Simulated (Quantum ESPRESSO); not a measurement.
**TaN under changes of volume**

One of the cells (10.776 Å³/atom); the others are scaled copies at fixed shape and fractional positions:

```
Ta N
1.0
     2.93800    0.00000    0.00000
    -1.46900    2.54438    0.00000
     0.00000    0.00000    2.88300
Ta N
1 1
Direct
  0.00000 0.00000 0.50000
  0.66667 0.33333 0.00000
```

- Program: Quantum ESPRESSO 7.5
- Functional: LDA
- Potentials or basis: GBRV 1.5 LDA
- Cutoff: 762 eV
- Density cutoff: 6095 eV
- k mesh: 10 × 10 × 9
- Occupations: fermi-dirac, width 0.05 eV
- Spin: no spin polarisation

```csv
volume (Å³/atom),energy over the lowest point (meV/atom),pressure (GPa)
10.129,?,?
10.345,0.00,3.7
10.560,0.10,-4.1
10.776,10.25,-11.2
10.991,29.38,-17.5
11.207,56.54,-23.1
11.422,90.91,-28.2
```

Q: What does the run at 10.129 Å³/atom give?

A: Energy over the lowest point 11.06 meV/atom; pressure 12.5 GPa.

Worked out: A Birch-Murnaghan fit of order 3 (a polynomial in V^(-2/3)) to the other rows has its minimum at 10.45 Å³/atom with B0 = V·E''(V) = 382 GPa and B' = 4.3 at fixed shape and positions, which overstates the stiffness. It gives 11.10 meV/atom at 10.129 Å³/atom, against the run's 11.06, and -dE/dV = 12.7 GPa, against 12.5.

Energies are extrapolated to zero smearing.
